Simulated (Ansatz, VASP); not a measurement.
One calculation of Si, two programs

Contents of INCAR:

```
  PREC = Accurate
  ENCUT = 520
  EDIFF = 1E-8
  ISMEAR = -1
  SIGMA = 0.08
  LREAL = F
  LASPH = T
  NELM = 80
  ALGO = Normal
  ISIF = 2
  LWAVE = F
  LCHARG = F
  GGA = CA
  LEFG = T
  NBANDS = 11
```

Contents of KPOINTS:

```
Automatic mesh
0
Gamma
  11 11 11
```

File POSCAR:

```
Si
1.0
    0.0000000000      2.6972448200      2.6972448200
    2.6972448200      0.0000000000      2.6972448200
    2.6972448200      2.6972448200      0.0000000000
Si
2
Direct
    0.5000000000      0.5000000000      0.5000000000
    0.7500000000      0.7500000000      0.7500000000
```

Input for Ansatz:

```yaml
crystal:
  lattice:
    - [0.0, 2.69724482, 2.69724482]
    - [2.69724482, 0.0, 2.69724482]
    - [2.69724482, 2.69724482, 0.0]
  atoms:
    - { symbol: Si, position: [0.5, 0.5, 0.5] }
    - { symbol: Si, position: [0.75, 0.75, 0.75] }
kpoints:
  mp_grid: { grid: [11, 11, 11] }
scf:
  occupations: { method: fermi_dirac, width: 0.08 }
hamiltonian:
  xc: lda
  pseudopotentials: { kind: paw }
output:
  forces: true
  stress: true
  eigenvalues: true
  efg: { contact_densities: true }
```

Change from the starting cell: volume scaled by 0.98, PAW files.

Alike in both runs: task electric field gradients; functional LDA; k mesh 11 × 11 × 11; occupations fermi-dirac, width 0.08 eV; no spin polarisation.

|  | VASP | Ansatz |
| --- | --- | --- |
| version | VASP 6.6.1 | Ansatz 0.2.0 |
| potentials or method | VASP PAW LDA potentials, release 64 (Si) | PAW with Ansatz's default frozen-core files, scalar-relativistic |
| plane-wave cutoff (eV) | 520 | 420 |
| valence electrons in the cell | 8 | 8 |

|  | VASP | Ansatz | Ansatz less VASP |
| --- | --- | --- | --- |
| pressure (GPa) | 0.4 | 0.4 | -0.05 |
| Vzz of the field gradient on the site that differs most (V/Å²) | 0.0 | 0.0 | 0.00 |

Caveats: an odd mesh through Γ misses points on the zone boundary, where band edges often lie.
